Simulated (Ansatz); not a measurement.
# One input, then a changed one: Br (beta tin type)

First run: DFT, PBE, PAW with Ansatz's default frozen-core files, scalar-relativistic (Ansatz 0.2.0).

Command: `ansatz run input.yaml --threads 1 --pin off --max-ram 2048MiB --backend cpu --events-out ev --progress --plain --runs-dir out` It took 3.6 s on 1 thread of Intel(R) Xeon(R) 6975P-C (Granite Rapids) (shared host), peak memory 0.43 GiB.

```yaml
crystal:
  lattice:
    - [-2.610563605, 2.610563605, 1.5812076578]
    - [2.610563605, -2.610563605, 1.5812076578]
    - [2.610563605, 2.610563605, -1.5812076578]
  atoms:
    - { symbol: Br, position: [-0.375, -0.125, -0.25] }
    - { symbol: Br, position: [0.375, 0.125, 0.25] }
kpoints:
  mp_grid: { grid: [13, 13, 13] }
scf:
  occupations: { method: fermi_dirac, width: 0.1 }
hamiltonian:
  xc: pbe
  pseudopotentials: { kind: paw }
output:
  forces: true
  stress: true
  eigenvalues: true
  populations: true
  write_density: true
  write_potential: true
  elf: true
  volumetric_format: npy
```

The cell comes from a relaxation on PAW files under the same functional, begun from a prototype that needn't be the stable phase.

This run: volume at 0.68 of the series' base cell.

It converges in 6 SCF iterations at a pressure of 20.1 GPa, cutoff 420 eV.

The input is then changed:

```diff
   occupations: { method: fermi_dirac, width: 0.1 }
+  max_iter: 50
 hamiltonian:
   populations: true
-  write_density: true
-  write_potential: true
-  elf: true
-  volumetric_format: npy
+magnetization:
+  spin_polarized: true
+  initial_magnetization: 40
```

Does this change harm the result?

Not here: the run converges in 16 SCF iterations at a pressure of 20.1 GPa, cell moment 0.00 μB, cutoff 420 eV, and its energy lies within 1 meV/atom of the first run's.
